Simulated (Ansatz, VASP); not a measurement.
**Re in VASP and in Ansatz**

File INCAR:

```
SYSTEM = Re
PREC = Accurate ; ENCUT = 520
EDIFF = 1E-7 ; ISMEAR = 0
SIGMA = 0.1 ; LREAL = .FALSE.
LASPH = .TRUE. ; NELM = 80
ALGO = Normal ; ISIF = 2
LWAVE = .FALSE. ; LCHARG = .FALSE.
LDIPOL = .TRUE. ; IDIPOL = 3
DIPOL = 0.5 0.5 0.305 ; GGA = PE
NBANDS = 18
```

File KPOINTS:

```
Automatic mesh
0
G
  10 10 1
  0 0 0
```

POSCAR

```
Re
1.0
    2.7686392928      0.0000000000      0.0000000000
    0.0000000000      2.7686392928      0.0000000000
    0.0000000000      0.0000000000     19.2239016182
Re
3
Direct
    0.5000000000      0.5000000000      0.2080743066
    0.0000000000      0.0000000000      0.3049168957
    0.5000000000      0.5000000000      0.4017863684
```

Input for Ansatz:

```yaml
crystal:
  lattice:
    - [2.7686392928, 0.0, 0.0]
    - [0.0, 2.7686392928, 0.0]
    - [0.0, 0.0, 19.2239016182]
  atoms:
    - { symbol: Re, position: [0.5, 0.5, 0.2080743066] }
    - { symbol: Re, position: [0.0, 0.0, 0.3049168957] }
    - { symbol: Re, position: [0.5, 0.5, 0.4017863684] }
basis:
  ecutwfc: 420
kpoints:
  mp_grid: { grid: [10, 10, 1] }
hamiltonian:
  xc: pbe
scf:
  occupations: { method: gaussian, width: 0.1 }
output:
  forces: true
  eigenvalues: true
  write_density: true
  write_potential: true
  elf: true
  volumetric_format: npy
efield:
  axis: 3
  dipole_correction: true
  ramp_width: 0.04
```

Alike in both runs: task single point; functional PBE; k mesh 10 × 10 × 1; occupations gaussian, width 0.1 eV; no spin polarisation.

|  | VASP | Ansatz |
| --- | --- | --- |
| version | VASP 6.6.1 | Ansatz 0.2.0 |
| potentials or method | VASP PAW PBE potentials, release 64 (Re) | scalar-relativistic, plane waves, PAW |
| plane-wave cutoff (eV) | 520 | 420 |
| valence electrons in the cell | 21 | 45 |

|  | VASP | Ansatz | Ansatz less VASP |
| --- | --- | --- | --- |
| gap on the k mesh at the Fermi level (eV) | none | none | - |
| rms of the force components (eV/Å) | 0.014 | 0.002 | -0.0117 |

Atom by atom the forces differ by 0.014 eV/Å (rms over components). A gap of «none» marks a metal or a gap that the smearing closes. The two sets of potentials don't hold the same shells in valence. Ansatz warned: «xc_potential_rough_in_thin_density».

Spin-orbit coupling is left out, which matters for the levels of Re.
